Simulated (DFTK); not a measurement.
# LiH (Fm-3m) in DFTK: reference runs

Reference runs on LiH: the cell as given.

Program: DFTK 0.8.2. These are calculated values, not measurements. Logs are shortened: lines on timing, memory, paths and dates and some standing lists are left out, and cuts for length are marked.

**1. Starting point**

It takes space group Fm-3m (No. 225, cubic). Conventional cell: a = 4.074 Å, b = 4.074 Å, c = 4.074 Å, α = 90.00°, β = 90.00°, γ = 90.00°. Li (site symmetry m-3m) has 6 H at 2.04 Å as nearest neighbours. Around H (site symmetry m-3m) lie 6 Li at 2.04 Å.

**2. Single point, PBEsol**

Input file run.jl:

```julia
using DFTK
using PseudoPotentialData
using Unitful, UnitfulAtomic
using LinearAlgebra, Printf
include("save.jl")
disable_threading()

# lattice vectors are the columns
lattice = austrip(1u"Å") * [           0.0        2.03675        2.03675;
                  2.03675            0.0        2.03675;
                  2.03675        2.03675            0.0]
symbols   = [:Li, :H]
positions = [[0.0, 0.0, 0.0],
             [0.5, 0.5, 0.5]]
pseudopotentials = PseudoFamily("dojo.nc.sr.pbesol.v0_4_1.standard.upf")
elements = Dict(s => ElementPsp(s, pseudopotentials) for s in unique(symbols))
atoms    = [elements[s] for s in symbols]

build_model(lattice, positions; symmetries=true) =
    model_DFT(lattice, atoms, positions;
              functionals=PBEsol(),
              temperature=austrip(0.05u"eV"),
              smearing=Smearing.FermiDirac(),
              symmetries)
Ecut  = 37.0  # hartree
kgrid = [11, 11, 11]
tol   = 1e-6
to_GPa = ustrip(uconvert(u"GPa", 1u"hartree/bohr^3"))

model = build_model(lattice, positions)
basis = PlaneWaveBasis(model; Ecut, kgrid)
display(basis)
scfres = self_consistent_field(basis;
                               tol,
                               nbandsalg=AdaptiveBands(model; n_bands_converge=7))
display(scfres.energies)
@printf "Fermi level: %.6f eV\n" ustrip(auconvert(u"eV", something(scfres.εF, NaN)))
forces = compute_forces_cart(scfres)
println("Forces (eV/Å)")
for (s, f) in zip(symbols, forces)
    @printf "%-3s %12.6f %12.6f %12.6f\n" s ustrip.(auconvert.(u"eV/Å", f))...
end
stress = compute_stresses_cart(scfres)
println("Stress (GPa)")
display(round.(stress * to_GPa; digits=4))
println("Levels at the first k-point (eV): ", round.(ustrip.(auconvert.(u"eV", scfres.eigenvalues[1][1:scfres.n_bands_converge])); digits=4))
save_scf!(scfres; forces, stress)
```

Potentials or basis: dojo.nc.sr.pbesol.v0_4_1.standard.upf (PBEsol).

Launch:

```
$ julia --threads=1 run.jl  # save.jl only writes the numbers to a file and isn't shown; printed stress counts tension as positive; times include loading and compiling
```

Output:

```text
PlaneWaveBasis discretization:

    Ecut                 : 37.0 Ha
    fft_size             : (32, 32, 32), 32768 total points
    kgrid                : MonkhorstPack([11, 11, 11])
    num.   red. kpoints  : 1331
    num. irred. kpoints  : 56

    Discretized Model(gga_x_pbe_sol+gga_c_pbe_sol, 3D):
        lattice (in Bohr)    : [0         , 3.8489    , 3.8489    ]
                               [3.8489    , 0         , 3.8489    ]
                               [3.8489    , 3.8489    , 0         ]
        unit cell volume     : 114.04 Bohr³

        atoms                : HLi
        pseudopot. family    : PseudoFamily("dojo.nc.sr.pbesol.v0_4_1.standard.upf")

        num. electrons       : 4
        spin polarization    : none
        temperature          : 0.0018375 Ha
        smearing             : DFTK.Smearing.FermiDirac()

        terms                : Kinetic()
                               AtomicLocal()
                               AtomicNonlocal()
                               Ewald(nothing)
                               PspCorrection()
                               Hartree()
                               Xc(gga_x_pbe_sol, gga_c_pbe_sol)
                               Entropy()
n     Energy            log10(ΔE)   log10(Δρ)   Diag   Δtime
---   ---------------   ---------   ---------   ----   ------
  1   -7.755803685052                   -0.93    4.1    1.61s
  2   -7.760276310286       -2.35       -1.67    1.1    857ms
  3   -7.760469631852       -3.71       -2.40    2.3    1.34s
  4   -7.760475169079       -5.26       -3.65    2.0    1.37s
  5   -7.760475229388       -7.22       -4.09    2.9    740ms
  6   -7.760475231421       -8.69       -4.62    2.0    1.33s
  7   -7.760475231492      -10.15       -5.19    1.1    470ms
  8   -7.760475231496      -11.35       -5.73    2.0    642ms
  9   -7.760475231496      -12.60       -6.77    1.5    1.13s
Energy breakdown (in Ha):
    Kinetic             5.7389713
    AtomicLocal         -5.2450862
    AtomicNonlocal      -4.5985032
    Ewald               -3.4027269
    PspCorrection       0.1039889
    Hartree             1.6340221
    Xc                  -1.9911412
    Entropy             -0.0000000

    total               -7.760475231496
Fermi level: 1.195388 eV
Forces (eV/Å)
Li      0.000000    -0.000000     0.000000
H      -0.000000    -0.000000    -0.000000
Stress (GPa)
3×3 StaticArraysCore.SMatrix{3, 3, Float64, 9} with indices SOneTo(3)×SOneTo(3):
 2.3427  0.0     0.0
 0.0     2.3427  0.0
 0.0     0.0     2.3427
Levels at the first k-point (eV): [-44.0148, -5.6141, 15.2276, 17.0449, 17.0449, 17.0449, 21.5315]
```

It took 31 s on 1 thread of Intel Xeon 6975P-C (Granite Rapids), shared host; peak memory 1.4 GiB.

Results:

| Property | Result |
| --- | --- |
| Free energy | -211.1733 eV |
| Pressure | -2.3 GPa |
| Band gap on the k mesh | 2.98 eV, direct |

Caveat: an odd mesh through Γ misses points on the zone boundary, where band edges often lie.
